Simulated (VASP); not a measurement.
The system is ZnS (Wurtzite-2H).

```xyz
4
Lattice="3.8110 0.0000 0.0000 -1.9055 3.3004 0.0000 0.0000 0.0000 6.2340" Properties=species:S:1:pos:R:3 pbc="T T T"
Zn    1.9055    1.1001    3.1170
Zn    0.0000    2.2003    0.0000
S     1.9055    1.1001    5.5171
S     0.0000    2.2003    2.4001
```

* Program: VASP 6.6.1
* Task: relaxation of cell and atoms
* Functional: revPBE
* Dispersion: D3(BJ)
* Potentials or basis: VASP PAW PBE potentials, release 64 (Zn, S)
* Cutoff: 600 eV
* k mesh: 8 × 8 × 5
* Occupations: fermi-dirac, width 0.05 eV
* Spin: no spin polarisation

At the start: pressure -1.3 GPa; volume 19.60 Å³/atom.

Problem. Where does the relaxation end?

Solution. Over 10 steps the energy falls by 7.6 meV/atom and the volume is 19.22 Å³/atom (-2.0 %); space group P6_3mc (No. 186, to 0.05 Å).

The path:
| step | energy change (eV) | largest force (eV/Å) | pressure (GPa) | volume (Å³) |
| --- | --- | --- | --- | --- |
| 1 | 0.0000 | 0.3339 | -1.26 | 78.41 |
| 2 | -0.0231 | 0.1039 | 0.28 | 76.67 |
| 3 | -0.0231 | 0.1023 | 0.29 | 76.67 |
| 4 | -0.0266 | 0.0540 | 0.04 | 76.88 |
| 5 | -0.0288 | 0.0434 | -0.39 | 77.29 |
| 6 | -0.0301 | 0.0105 | 0.06 | 76.90 |
| 7 | -0.0301 | 0.0173 | -0.01 | 76.98 |
| 8 | -0.0301 | 0.0187 | -0.14 | 76.99 |
| 9 | -0.0301 | 0.0180 | -0.11 | 76.99 |
| 10 | -0.0302 | 0.0071 | -0.01 | 76.88 |

Final structure:
```
Zn S
1.0
     3.77848    0.00000    0.00000
    -1.88924    3.27226    0.00000
     0.00000    0.00000    6.21780
Zn S
2 2
Cartesian
  1.8892 1.0908 3.1460
  0.0000 2.1815 0.0371
  1.8892 1.0908 5.4657
  0.0000 2.1815 2.3568
```

Caveat: the PAW data sets were made with another functional, which shifts forces and pressure a little.
